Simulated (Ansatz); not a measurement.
# ZnO: computed properties

Theory: Ansatz 0.2.0, DFT PBE, scalar-relativistic, plane waves, PAW.

Settings: cutoff 420 eV, Γ-centred mesh 16×16×16 on the computed 4-atom cell, Gaussian smearing of 0.02 eV; no spin polarisation.

The structure is relaxed at this level of theory with its symmetry kept, and needn't be the ground state of this composition.

Space group I4_1md (No. 109). a = 3.306 Å, b = 3.306 Å, c = 11.326 Å, α = 90.00°, β = 90.00°, γ = 90.00°
```csv
atom,site,symmetry,x,y,z
Zn,4a,2mm.,0.5000,0.5000,0.8338
O,4a,2mm.,0.0000,0.0000,0.1662
```

Task: Formation energy from the elements' standard states (uncorrected)?

Result: -1.147 eV/atom.

Task: Kohn–Sham band gap?

Result: 0.59 eV.

Task: Orbital (Löwdin) character of the top 1 eV of the valence band?

Result: O 2p 81 %, Zn 3d 16 %.

Task: Orbital (Löwdin) character of the lowest 1 eV of the conduction band?

Result: Zn 4s 57 %, O 2p 20 %, O 2s 18 %.

Task: Bader charge by site (e)?

Result: Zn (2 in the cell) 1.18, O (2 in the cell) -1.18.

The cell was found from a structure generator's guess, not taken from experiment. Kohn–Sham gaps at this level usually fall short of measured ones. Löwdin shares on free-atom orbitals overweight diffuse shells in the empty bands.
